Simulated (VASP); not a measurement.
# Be (P4/mmm) in VASP: notebook

One crystal, Be, is run at these levels: PBEsol, RPBE, revPBE, BLYP, AM05; tasks: relaxation of cell and atoms.

Program: VASP 6.6.1. These are calculated values, not measurements. Logs are shortened: lines on timing, memory, paths and dates and some standing lists are left out, and cuts for length are marked.

## Step 1: The crystal as given

It takes space group P4/mmm (No. 123, tetragonal). The conventional cell has a = 2.021 Å, b = 2.021 Å, c = 2.662 Å, α = 90.00°, β = 90.00°, γ = 90.00°. Around Be (site symmetry 4/mmm) lie 4 Be at 2.02 Å.

The cell was built by a generator and needn't be a form met in nature.

## Step 2: Relaxation of cell and atoms, PBEsol

Contents of INCAR:

```
ALGO = Normal
EDIFF = 1E-6
EDIFFG = -0.01
ENCUT = 600
GGA = PS
IBRION = 2
ISIF = 3
ISMEAR = -1
LASPH = True
LCHARG = False
LREAL = False
LWAVE = False
NELM = 60
NSW = 60
PREC = Accurate
SIGMA = 0.05
```

Contents of KPOINTS:

```
k-points
0
Gamma
  13 13 10
```

Contents of POSCAR:

```
Be
1.0
    2.0208100000      0.0000000000      0.0000000000
    0.0000000000      2.0208100000      0.0000000000
    0.0000000000      0.0000000000      2.6616400000
Be
1
Direct
    0.0000000000      0.0000000000      0.5000000000
```

Potentials or basis: VASP PAW PBE potentials, release 64 (Be).

On the command line:

```bash
$ cat potpaw_PBE.64/Be/POTCAR > POTCAR
$ mpirun -np 1 vasp_std > vasp.out
```

OUTCAR:

```text
EDIFF = 1E-6
   EDIFFG = -0.01
   ENCUT = 600
   GGA = PS
   IBRION = 2
   ISIF = 3
   ISMEAR = -1
   LASPH = True
   LREAL = False
   NELM = 60
   NSW = 60
   PREC = Accurate

 ion  position               nearest neighbor table
   1  0.000  0.000  0.500-

  LATTYP: Found a simple tetragonal cell.
 ALAT       =     2.0208100000
 C/A-ratio  =     1.3171154141

  Lattice vectors:

 A1 = (   2.0208100000,   0.0000000000,   0.0000000000)
 A2 = (   0.0000000000,   2.0208100000,   0.0000000000)
 A3 = (   0.0000000000,   0.0000000000,   2.6616400000)

Analysis of symmetry for initial positions (statically):
=====================================================================
 Subroutine PRICEL returns:
 Original cell was already a primitive cell.

 Routine SETGRP: Setting up the symmetry group for a
 simple tetragonal supercell.

 Subroutine GETGRP returns: Found 16 space group operations
 (whereof 16 operations were pure point group operations)
 out of a pool of 16 trial point group operations.

The static configuration has the point symmetry D_4h.

Analysis of symmetry for dynamics (positions and initial velocities):
=====================================================================
 Subroutine PRICEL returns:
 Original cell was already a primitive cell.

 Routine SETGRP: Setting up the symmetry group for a
 simple tetragonal supercell.

 Subroutine GETGRP returns: Found 16 space group operations
 (whereof 16 operations were pure point group operations)
 out of a pool of 16 trial point group operations.

The dynamic configuration has the point symmetry D_4h.

 Subroutine INISYM returns: Found 16 space group operations
 (whereof 16 operations are pure point group operations),
 and found     1 'primitive' translations

----------------------------------------------------------------------------------------

                                     Primitive cell

  volume of cell :      10.8693

  direct lattice vectors                    reciprocal lattice vectors
     2.020810000  0.000000000  0.000000000     0.494851075  0.000000000  0.000000000
     0.000000000  2.020810000  0.000000000     0.000000000  0.494851075  0.000000000
     0.000000000  0.000000000  2.661640000     0.000000000  0.000000000  0.375708210

  length of vectors
     2.020810000  2.020810000  2.661640000     0.494851075  0.494851075  0.375708210

  position of ions in fractional coordinates (direct lattice)
     0.000000000  0.000000000  0.500000000

  ion indices of the primitive-cell ions
   primitive index   ion index
                 1           1

----------------------------------------------------------------------------------------

 KPOINTS: k-points

Automatic generation of k-mesh.
 Grid dimensions read from file:
 generate k-points for:   13   13   10

 Generating k-lattice:

  Cartesian coordinates                     Fractional coordinates (reciprocal lattice)
     0.038065467  0.000000000  0.000000000     0.076923077  0.000000000  0.000000000
     0.000000000  0.038065467  0.000000000     0.000000000  0.076923077  0.000000000
     0.000000000  0.000000000  0.037570821     0.000000000  0.000000000  0.100000000

  Length of vectors
     0.038065467  0.038065467  0.037570821

  Shift w.r.t. Gamma in fractional coordinates (k-lattice)
     0.000000000  0.000000000  0.000000000

 Subroutine IBZKPT returns following result:
 ===========================================

 Found    168 irreducible k-points:

 Following reciprocal coordinates:
            Coordinates               Weight
  0.000000  0.000000  0.000000      1.000000
  0.076923  0.000000  0.000000      4.000000
  0.153846  0.000000  0.000000      4.000000
  0.230769  0.000000  0.000000      4.000000
  0.307692  0.000000  0.000000      4.000000
  0.384615  0.000000  0.000000      4.000000
[... 16 lines left out ...]
  0.307692  0.307692  0.000000      4.000000
  0.384615  0.307692  0.000000      8.000000
 [... further k-points ...]
   k-points           NKPTS =    168   k-points in BZ     NKDIM =    168   number of bands    NBANDS=      5
   number of dos      NEDOS =    301   number of ions     NIONS =      1
   total plane-waves  NPLWV =   6144
   dimension x,y,z NGX =    16 NGY =   16 NGZ =   24
   dimension x,y,z NGXF=    32 NGYF=   32 NGZF=   48
   ions per type =               1
   NGX,Y,Z   is equivalent  to a cutoff of  13.16, 13.16, 14.99 a.u.
   NGXF,Y,Z  is equivalent  to a cutoff of  26.33, 26.33, 29.98 a.u.
 SYSTEM =  unknown system
   PREC   = accura    normal or accurate (medium, high low for compatibility)
   ISTART =      0    job   : 0-new  1-cont  2-samecut
   ICHARG =      2    charge: 1-file 2-atom 10-const
   ISPIN  =      1    spin polarized calculation?
   LNONCOLLINEAR =      F non collinear calculations
   LSORBIT =      F    spin-orbit coupling
   LASPH  =      T    aspherical Exc in radial PAW
   ENCUT  =  600.0 eV  44.10 Ry    6.64 a.u.   4.04  4.04  5.32*2*pi/ulx,y,z
   NELM   =     60;   NELMIN=  2; NELMDL= -5     # of ELM steps
   EDIFF  = 0.1E-05   stopping-criterion for ELM
   LREAL  =      F    real-space projection
   EDIFFG = -.1E-01   stopping-criterion for IOM
   NSW    =     60    number of steps for IOM
   IBRION =      2    ionic relax: 0-MD 1-quasi-New 2-CG
   NFREE  =      1    steps in history (QN), initial steepest desc. (CG)
   ISIF   =      3    stress and relaxation
   ISYM   =      2    0-nonsym 1-usesym 2-fastsym
   POTIM  = 0.5000    time-step for ionic-motion
   TEBEG  =    0.0;   TEEND  =   0.0 temperature during run
   PSTRESS=    0.0 pullay stress
   NELECT =       2.0000    total number of electrons
   NUPDOWN=      -1.0000    fix difference up-down
   EMIN   =  10.00;   EMAX   =-10.00  energy-range for DOS
   EFERMI =   0.00;   METHOD = LEGACY
   ISMEAR =    -1;   SIGMA  =   0.05  broadening in eV -4-tet -1-fermi 0-gaus
   EFERMI_NEDOS =   21; number of points for ismear=-14 and -15
   IALGO  =     38    algorithm
   IMIX   =      4    mixing-type and parameters
     AMIX     =   0.40;   BMIX     =  1.00
     AMIX_MAG =   1.60;   BMIX_MAG =  1.00
  volume/ion in A,a.u.               =      10.87        73.35
  Fermi-wavevector in a.u.,A,eV,Ry     =   0.931147  1.759612 11.796714  0.867034
  Thomas-Fermi vector in A             =   2.057609
   LORBIT       =      0    0 simple, 1 ext, 2 COOP (PROOUT), +10 PAW based schemes
   GGA     = PS    functional components
   LHFCALC =     F    Hartree Fock is set to
   AEXX    =    0.0000 exact exchange contribution
   IVDW    =     0    specifies the selected vdW correction
   LEPSILON=     F    determine dielectric tensor
   LRPA    =     F    only Hartree local field effects (RPA)
 conjugate gradient relaxation of ions
 non-spin polarized calculation
  energy-cutoff  :      600.00
  volume of cell :       10.87
 maximum number of plane-waves:       380
   NGX =  9   NGY =  9   NGZ = 11

--------------------------------------- Ionic step        1  -------------------------------------------

 number of electron       2.0000000 magnetization

 Free energy of the ion-electron system (eV)
  ---------------------------------------------------
  ext. energy  EPLUGINS =         0.00000000
  ---------------------------------------------------
  free energy    TOTEN  =        -3.03220214 eV

  energy without entropy =       -3.03042057  energy(sigma->0) =       -3.03131136

------------------------ aborting loop because EDIFF is reached ----------------------------------------

  FORCE on cell =-STRESS in cart. coord.  units (eV):
  Direction    XX          YY          ZZ          XY          YZ          ZX
  --------------------------------------------------------------------------------------
  -------------------------------------------------------------------------------------
  Total        0.0023479      0.0023479     -0.0957550      0.0000000      0.0000000     -0.0000000
  in kB        0.3460843      0.3460843    -14.1147000      0.0000000      0.0000000     -0.0000000
  external PRESSURE =      -4.4741772 kB  Pullay stress =       0.0000000 kB

 VOLUME and BASIS-vectors are now :
 -----------------------------------------------------------------------------
  energy-cutoff  :      600.00
  volume of cell :       10.87
      direct lattice vectors                 reciprocal lattice vectors
     2.020810000  0.000000000  0.000000000     0.494851075  0.000000000  0.000000000
     0.000000000  2.020810000  0.000000000     0.000000000  0.494851075  0.000000000
     0.000000000  0.000000000  2.661640000     0.000000000  0.000000000  0.375708210
[... 141 lines left out ...]
 POSITION                                       TOTAL-FORCE (eV/Angst)
 -----------------------------------------------------------------------------------
      0.00000      0.00000      1.31589         0.000000      0.000000      0.000000
 -----------------------------------------------------------------------------------
    total drift:                                0.000000     -0.000000      0.000000

  FREE ENERGIE OF THE ION-ELECTRON SYSTEM (eV)
  ---------------------------------------------------
  free  energy   TOTEN  =        -3.0327716945 eV

  energy  without entropy=       -3.0312251070  energy(sigma->0) =       -3.03199840

--------------------------------------- Ionic step        6  -------------------------------------------

 number of electron       2.0000000 magnetization

 Free energy of the ion-electron system (eV)
  ---------------------------------------------------
  ext. energy  EPLUGINS =         0.00000000
  ---------------------------------------------------
  free energy    TOTEN  =        -3.03278491 eV

  energy without entropy =       -3.03123186  energy(sigma->0) =       -3.03200838

 E-fermi :   4.2365     XC(G=0):  -9.5407

 val. band max:        4.2008972421   @ k =   0.3846   0.3077   0.4000
 cond. band min:       4.3038654594   @ k =   0.1538   0.0000   0.3000
 fundamental gap:      0.1029682173
 Fermi energy:         4.2364615742

 k-point     1 :       0.0000    0.0000    0.0000
  band No.  band energies     occupation
      1      -4.9636      2.00000
      2      10.3464      0.00000
      3      16.8430      0.00000
      4      21.8941      0.00000
      5      21.8941      0.00000

 k-point     2 :       0.0769    0.0000    0.0000
  band No.  band energies     occupation
      1      -4.7981      2.00000
      2      10.5422      0.00000
      3      16.6192      0.00000
      4      20.3658      0.00000
      5      22.0666      0.00000

 k-point     3 :       0.1538    0.0000    0.0000
  band No.  band energies     occupation
      1      -4.3048      2.00000
      2      11.1238      0.00000
      3      15.0246      0.00000
      4      19.1609      0.00000
      5      22.5737      0.00000
[... 153 lines left out ...]
 k-point    23 :       0.3077    0.3077    0.0000
  band No.  band energies     occupation
      1       0.3310      2.00000
      2       9.4242      0.00000
      3      15.2412      0.00000
      4      16.2136      0.00000
      5      22.1354      0.00000

 k-point    24 :       0.3846    0.3077    0.0000
  band No.  band energies     occupation
      1       1.7537      2.00000
      2       7.9501      0.00000
      3      15.6935      0.00000
      4      17.5504      0.00000
      5      20.7519      0.00000

 [... further k-points ...]

------------------------ aborting loop because EDIFF is reached ----------------------------------------

  FORCE on cell =-STRESS in cart. coord.  units (eV):
  Direction    XX          YY          ZZ          XY          YZ          ZX
  --------------------------------------------------------------------------------------
  -------------------------------------------------------------------------------------
  Total        0.0043365      0.0043365     -0.0029270      0.0000000     -0.0000000      0.0000000
  in kB        0.6476557      0.6476557     -0.4371457      0.0000000     -0.0000000      0.0000000
  external PRESSURE =       0.2860553 kB  Pullay stress =       0.0000000 kB

 VOLUME and BASIS-vectors are now :
 -----------------------------------------------------------------------------
  energy-cutoff  :      600.00
  volume of cell :       10.73
      direct lattice vectors                 reciprocal lattice vectors
     2.019350731 -0.000000000 -0.000000000     0.495208675  0.000000000 -0.000000000
    -0.000000000  2.019350731  0.000000000    -0.000000000  0.495208675 -0.000000000
     0.000000000  0.000000000  2.630751412     0.000000000 -0.000000000  0.380119534

 POSITION                                       TOTAL-FORCE (eV/Angst)
 -----------------------------------------------------------------------------------
      0.00000      0.00000      1.31538         0.000000      0.000000      0.000000
 -----------------------------------------------------------------------------------
    total drift:                               -0.000000     -0.000000      0.000000

  FREE ENERGIE OF THE ION-ELECTRON SYSTEM (eV)
  ---------------------------------------------------
  free  energy   TOTEN  =        -3.0327849080 eV

  energy  without entropy=       -3.0312318601  energy(sigma->0) =       -3.03200838

 reached required accuracy - stopping structural energy minimisation
```

It took 4.9 s on 1 thread of Intel Xeon 6975P-C (Granite Rapids), shared host; peak memory 0.12 GiB.

Results:

* Free energy: -3.0328 eV
* Relaxed volume: 10.73 Å³/atom
* Relaxed cell: a = 2.019 Å, b = 2.019 Å, c = 2.631 Å, α = 90.00°, β = 90.00°, γ = 90.00°
* Space group after relaxing (to 0.05 Å): P4/mmm (No. 123)
* Energy gained by relaxing: 0.6 meV/atom
* Ionic steps: 6
* Pressure after relaxing: 0.0 GPa
* Band gap on the k mesh: none (metal or under the smearing width)

The path:
| step | energy change (eV) | largest force (eV/Å) | pressure (GPa) | volume (Å³) |
| --- | --- | --- | --- | --- |
| 1 | 0.0000 | 0.0000 | -0.45 | 10.87 |
| 2 | -0.0004 | 0.0000 | -0.34 | 10.82 |
| 3 | -0.0006 | 0.0000 | -0.16 | 10.75 |
| 4 | -0.0006 | 0.0000 | -0.16 | 10.75 |
| 5 | -0.0006 | 0.0000 | -0.17 | 10.75 |
| 6 | -0.0006 | 0.0000 | 0.03 | 10.73 |

Final structure:
```
CELL_PARAMETERS angstrom
2.01935 0.00000 0.00000
0.00000 2.01935 0.00000
0.00000 0.00000 2.63075
ATOMIC_POSITIONS crystal
Be 0.00000 0.00000 0.50000
```

Levels at points of the mesh, in eV from the Fermi level:
```
           k point  band 1  band 2  band 3  band 4  band 5
(0.00, 0.00, 0.00)   -9.20    6.11   12.61   17.66   17.66
(0.00, 0.00, 0.50)   -4.98   -4.60   19.01   19.01   26.49
```

Caveat: the PAW data sets were made with another functional, which shifts forces and pressure a little.

## Step 3: Relaxation of cell and atoms, RPBE

Changes to INCAR since step 2:

```diff
@@ -4,3 +4,3 @@
 ENCUT = 600
-GGA = PS
+GGA = RP
 IBRION = 2
```

KPOINTS is that of step 2.

POSCAR is that of step 2.

Potentials or basis: VASP PAW PBE potentials, release 64 (Be).

On the command line:

```bash
$ cat potpaw_PBE.64/Be/POTCAR > POTCAR
$ mpirun -np 1 vasp_std > vasp.out
```

Run time: 4.8 s. Hardware: 1 thread of Intel Xeon 6975P-C (Granite Rapids), shared host; peak memory 0.12 GiB.

The run converged. Its results:

* Free energy: -2.6007 eV
* Relaxed volume: 11.18 Å³/atom
* Relaxed cell: a = 2.038 Å, b = 2.038 Å, c = 2.690 Å, α = 90.00°, β = 90.00°, γ = 90.00°
* Space group after relaxing (to 0.05 Å): P4/mmm (No. 123)
* Energy gained by relaxing: 1.8 meV/atom
* Ionic steps: 5
* Pressure after relaxing: 0.0 GPa
* Band gap on the k mesh: none (metal or under the smearing width)

The path:
| step | energy change (eV) | largest force (eV/Å) | pressure (GPa) | volume (Å³) |
| --- | --- | --- | --- | --- |
| 1 | 0.0000 | 0.0000 | 1.99 | 10.87 |
| 2 | -0.0016 | 0.0000 | 0.30 | 11.08 |
| 3 | -0.0016 | 0.0000 | 0.16 | 11.10 |
| 4 | -0.0017 | 0.0000 | 0.10 | 11.13 |
| 5 | -0.0018 | 0.0000 | 0.00 | 11.18 |

Final structure:
```
Be
1.0
     2.03846    0.00000    0.00000
     0.00000    2.03846    0.00000
     0.00000    0.00000    2.69033
Be
1
Direct
  0.00000 0.00000 0.50000
```

Levels at points of the mesh, in eV from the Fermi level:
| k point | band 1 | band 2 | band 3 | band 4 |
| --- | --- | --- | --- | --- |
| (0.00, 0.00, 0.00) | -8.99 | 5.78 | 12.00 | 17.49 |
| (0.00, 0.00, 0.50) | -4.74 | -4.71 | 18.73 | 18.73 |

Caveat: the PAW data sets were made with another functional, which shifts forces and pressure a little.

## Step 4: Relaxation of cell and atoms, revPBE

Changes to INCAR since step 3:

```diff
@@ -4,3 +4,3 @@
 ENCUT = 600
-GGA = RP
+GGA = RE
 IBRION = 2
```

KPOINTS is that of step 3.

POSCAR is that of step 3.

On the command line:

```bash
$ cat potpaw_PBE.64/Be/POTCAR > POTCAR
$ mpirun -np 1 vasp_std > vasp.out
```

Wall time 4.6 s (1 thread of Intel Xeon 6975P-C (Granite Rapids), shared host); peak memory 0.12 GiB.

It converged, with:

| Property | Result |
| --- | --- |
| Free energy | -2.6400 eV |
| Relaxed volume | 11.14 Å³/atom |
| Relaxed cell | a = 2.036 Å, b = 2.036 Å, c = 2.686 Å, α = 90.00°, β = 90.00°, γ = 90.00° |
| Space group after relaxing (to 0.05 Å) | P4/mmm (No. 123) |
| Energy gained by relaxing | 1.4 meV/atom |
| Ionic steps | 5 |
| Pressure after relaxing | 0.0 GPa |
| Band gap on the k mesh | none (metal or under the smearing width) |

The path:
```tsv
step	energy change (eV)	largest force (eV/Å)	pressure (GPa)	volume (Å³)
1	0.0000	0.0000	1.72	10.87
2	-0.0012	0.0000	0.26	11.05
3	-0.0012	0.0000	0.14	11.07
4	-0.0013	0.0000	0.08	11.10
5	-0.0014	0.0000	0.00	11.14
```

Final structure:
```cif
data_structure
_symmetry_space_group_name_H-M 'P 1'
_symmetry_Int_Tables_number 1
_cell_length_a 2.0362
_cell_length_b 2.0362
_cell_length_c 2.6864
_cell_angle_alpha 90.000
_cell_angle_beta 90.000
_cell_angle_gamma 90.000
_cell_volume 11.14
loop_
_atom_site_label
_atom_site_type_symbol
_atom_site_fract_x
_atom_site_fract_y
_atom_site_fract_z
_atom_site_occupancy
Be1 Be 0.00000 0.00000 0.50000 1
```

Levels at points of the mesh, in eV from the Fermi level:
| k point | band 1 | band 2 | band 3 | band 4 | band 5 |
| --- | --- | --- | --- | --- | --- |
| (0.00, 0.00, 0.00) | -9.01 | 5.80 | 12.04 | 17.52 | 17.52 |
| (0.00, 0.00, 0.50) | -4.74 | -4.73 | 18.76 | 18.76 | 25.91 |

Caveat: the PAW data sets were made with another functional, which shifts forces and pressure a little.

## Step 5: Relaxation of cell and atoms, BLYP

Changes to INCAR since step 4:

```diff
@@ -1 +1,5 @@
+AGGAC = 1.0
+AGGAX = 1.0
+ALDAC = 0.0
+ALDAX = 1.0
 ALGO = Normal
@@ -4,3 +8,3 @@
 ENCUT = 600
-GGA = RE
+GGA = B5
 IBRION = 2
```

KPOINTS is that of step 4.

POSCAR is that of step 4.

On the command line:

```bash
$ cat potpaw_PBE.64/Be/POTCAR > POTCAR
$ mpirun -np 1 vasp_std > vasp.out
```

Run time: 18 s. Hardware: 1 thread of Intel Xeon 6975P-C (Granite Rapids), shared host; peak memory 0.12 GiB.

The run converged. Its results:

* Free energy: -2.3542 eV
* Relaxed volume: 12.15 Å³/atom
* Relaxed cell: a = 2.012 Å, b = 2.012 Å, c = 3.002 Å, α = 90.00°, β = 90.00°, γ = 90.00°
* Space group after relaxing (to 0.05 Å): P4/mmm (No. 123)
* Energy gained by relaxing: 29.3 meV/atom
* Ionic steps: 8
* Pressure after relaxing: 0.0 GPa
* Band gap on the k mesh: none (metal or under the smearing width)

Stress tensor (GPa, compression positive):
```
 0.06  0.00  0.00
 0.00  0.06  0.00
 0.00  0.00 -0.05
```

The path:
```
step  energy change (eV)  largest force (eV/Å)  pressure (GPa)  volume (Å³)
   1              0.0000                0.0000            1.19        10.87
   2             -0.0118                0.0000            1.93        10.99
   3             -0.0195                0.0000            3.07        11.14
   4             -0.0107                0.0000            5.97        11.40
   5             -0.0205                0.0000            3.90        11.23
   6             -0.0282                0.0000            1.32        11.81
   7             -0.0293                0.0000           -0.16        12.20
   8             -0.0293                0.0000            0.02        12.15
```

Final structure:
```cif
data_structure
_symmetry_space_group_name_H-M 'P 1'
_symmetry_Int_Tables_number 1
_cell_length_a 2.0118
_cell_length_b 2.0118
_cell_length_c 3.0023
_cell_angle_alpha 90.000
_cell_angle_beta 90.000
_cell_angle_gamma 90.000
_cell_volume 12.15
loop_
_atom_site_label
_atom_site_type_symbol
_atom_site_fract_x
_atom_site_fract_y
_atom_site_fract_z
_atom_site_occupancy
Be1 Be 0.00000 0.00000 0.50000 1
```

Levels at points of the mesh, in eV from the Fermi level:
```csv
k point,band 1,band 2,band 3,band 4
"(0.00, 0.00, 0.00)",-8.28,3.30,9.47,18.11
"(0.00, 0.00, 0.50)",-5.57,-4.01,18.67,18.67
```

Caveat: the PAW data sets were made with another functional, which shifts forces and pressure a little.

(Part 1 of 2 ends here.)
